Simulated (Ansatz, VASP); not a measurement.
One calculation of Ba, two programs

Contents of INCAR:

```
SYSTEM = Ba
PREC = Accurate
ENCUT = 520
EDIFF = 1E-6
ISMEAR = 0
SIGMA = 0.15
LREAL = .False.
LASPH = .True.
NELM = 80
ALGO = Fast
ISIF = 2
LWAVE = .False.
LCHARG = .True.
GGA = PE
LELF = .True.
LVHAR = .True.
NBANDS = 11
```

File KPOINTS:

```
regular mesh
0
Gamma
  14 14 14
  0 0 0
```

Contents of POSCAR:

```
Ba
1.0
   -2.4375000000      2.4375000000      2.3750000000
    2.4375000000     -2.4375000000      2.3750000000
    2.4375000000      2.4375000000     -2.3750000000
Ba
1
Direct
    0.0000000000      0.0000000000      0.0000000000
```

Input for Ansatz:

```yaml
crystal:
  lattice:
    - [-2.4375, 2.4375, 2.375]
    - [2.4375, -2.4375, 2.375]
    - [2.4375, 2.4375, -2.375]
  atoms:
    - { symbol: Ba, position: [0.0, 0.0, 0.0] }
basis:
  ecutwfc: 420
kpoints:
  mp_grid: { grid: [14, 14, 14] }
hamiltonian:
  xc: pbe
scf:
  occupations: { method: gaussian, width: 0.15 }
output:
  forces: true
  stress: true
  eigenvalues: true
```

Change from the starting cell: strain -0.025 along x and y, -0.050 along z, atoms carried along.

Alike in both runs: task single point; functional PBE; k mesh 14 × 14 × 14; occupations gaussian, width 0.15 eV; no spin polarisation.

|  | VASP | Ansatz |
| --- | --- | --- |
| version | VASP 6.6.1 | Ansatz 0.2.0 |
| potentials or method | VASP PAW PBE potentials, release 64 (Ba_sv) | scalar-relativistic, plane waves, PAW |
| plane-wave cutoff (eV) | 520 | 420 |
| valence electrons in the cell | 10 | 10 |

|  | VASP | Ansatz | Ansatz less VASP |
| --- | --- | --- | --- |
| gap on the k mesh at the Fermi level (eV) | none | none | - |
| pressure (GPa) | 1.3 | 1.2 | -0.11 |
| largest component of the traceless stress (GPa) | 0.11 | 0.11 | -0.003 |

A gap of «none» marks a metal or a gap that the smearing closes.

Spin-orbit coupling is left out, which matters for the levels of Ba.
